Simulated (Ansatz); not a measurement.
Predict the output of the script below (the Python package of Ansatz (0.2.0)).

Input file `siru.xyz`:
```text
8
Lattice="4.70859538 0.0 0.0 0.0 4.70859538 0.0 0.0 0.0 4.70859538" Properties=species:S:1:pos:R:3 pbc="T T T"
Si    0.76478075    1.58951694    3.11907844
Si    1.58951694    3.11907844    0.76478075
Si    3.11907844    0.76478075    1.58951694
Si    3.94381463    3.94381463    3.94381463
Ru    4.09927719    2.96361588    1.74497950
Ru    2.96361588    1.74497950    4.09927719
Ru    1.74497950    4.09927719    2.96361588
Ru    0.60931819    0.60931819    0.60931819
```

The script, `siru.py`:
```python
'''Editing single keys of the input for SiRu.'''

import ansatz as az


def main() -> None:
    structure = az.Crystal.from_extxyz('siru.xyz')

    base = (
        structure.calculation()
        .kpoints(spacing=0.32)
        .functional('pbesol')
        .occupations('fermi_dirac', width=150 * az.meV)
        .band_table()
    )
    typed = base.input()
    rows = []
    for value in [2, 6, 12]:
        edited = typed.set(az.key.scf.n_extra_bands, value)
        r = az.Session.from_dict(edited).plan().execute().report
        rows.append((value, r['free_energy_ev'], r['n_iterations'], len(r['eigenvalues_ev'][0]) if 'eigenvalues_ev' in r else 0))
    print('   extra bands            F eV      iterations    bands listed')
    for row in rows:
        print(f'{str(row[0]):>14s}  {row[1]:14.5f}  {row[2]:14d}  {row[3]:14d}')
    print(edited.to_yaml())


if __name__ == '__main__':
    main()
```

Output of `python siru.py`:
```text
DeckWarning: basis.ecutwfc = 420 eV, auto-derived from the records' recommended cutoffs: set by Si (normal level)
   extra bands            F eV      iterations    bands listed
             2    -25757.70093               6              42
             6    -25757.70095               6              46
            12    -25757.70095               6              52
crystal:
  lattice:
    - [4.70859538, 0.0, 0.0]
    - [0.0, 4.70859538, 0.0]
    - [0.0, 0.0, 4.70859538]
  atoms:
    - { symbol: Si, position: [0.16242226997215461, 0.33757773002784536, 0.6624222699721546] }
    - { symbol: Si, position: [0.33757773002784536, 0.6624222699721546, 0.16242226997215461] }
    - { symbol: Si, position: [0.6624222699721546, 0.16242226997215461, 0.33757773002784536] }
    - { symbol: Si, position: [0.8375777300278453, 0.8375777300278453, 0.8375777300278453] }
    - { symbol: Ru, position: [0.87059448926359, 0.6294055107364098, 0.37059448926359007] }
    - { symbol: Ru, position: [0.6294055107364098, 0.37059448926359007, 0.87059448926359] }
    - { symbol: Ru, position: [0.37059448926359007, 0.87059448926359, 0.6294055107364098] }
    - { symbol: Ru, position: [0.12940551073640988, 0.12940551073640988, 0.12940551073640988] }
kpoints:
  mp_grid:
    kspacing: 0.32
hamiltonian:
  xc: pbesol
scf:
  occupations:
    method: fermi_dirac
    width: 0.15
  n_extra_bands: 12
output:
  eigenvalues: true
```
(Warnings from the package without file and line, repeats left out.)

Notes:
- Total energies depend on the potentials; only differences at equal settings carry meaning. A total without «per atom» is that of the cell as typed.
- A Fermi-Dirac width this large means warm electrons, whose thermal share enters the free energy.
- An opening on this mesh may only mean that it misses a point where bands touch.
- This cell is a computed structure, which may not be the phase found in nature.
- Run time: 12 s on 1 thread of Arm Neoverse V2 (shared host), peak memory 0.38 GiB.

(Lines on the test bed's own set-up are left out of the output.)
